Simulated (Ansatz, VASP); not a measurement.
HgSe: VASP beside Ansatz

```
CELL_PARAMETERS angstrom
0.00000 3.05611 3.05611
3.05611 0.00000 3.05611
3.05611 3.05611 0.00000
ATOMIC_POSITIONS crystal
Hg 0.00000 0.00000 0.00000
Se 0.75000 0.75000 0.75000
```

Change from the starting cell: volume scaled by 1.02, PAW files.

Alike in both runs: task electric field gradients; functional PBE; k mesh 9 × 9 × 9; occupations fermi-dirac, width 0.02 eV; no spin polarisation.

|  | VASP | Ansatz |
| --- | --- | --- |
| version | VASP 6.6.1 | Ansatz 0.2.0 |
| potentials or method | VASP PAW PBE potentials, release 64 (Hg, Se) | PAW with Ansatz's default frozen-core files, scalar-relativistic |
| plane-wave cutoff (eV) | 520 | 420 |
| valence electrons in the cell | 18 | 36 |

```csv
,VASP,Ansatz,Ansatz less VASP
pressure (GPa),3.9,3.7,-0.28
Vzz of the field gradient on the site that differs most (V/Å²),0.0,0.0,0.00
```

The two sets of potentials don't hold the same shells in valence. Ansatz warned: «gradients_without_spin_orbit».

The runs have no spin-orbit coupling, so splittings on Hg are missing.
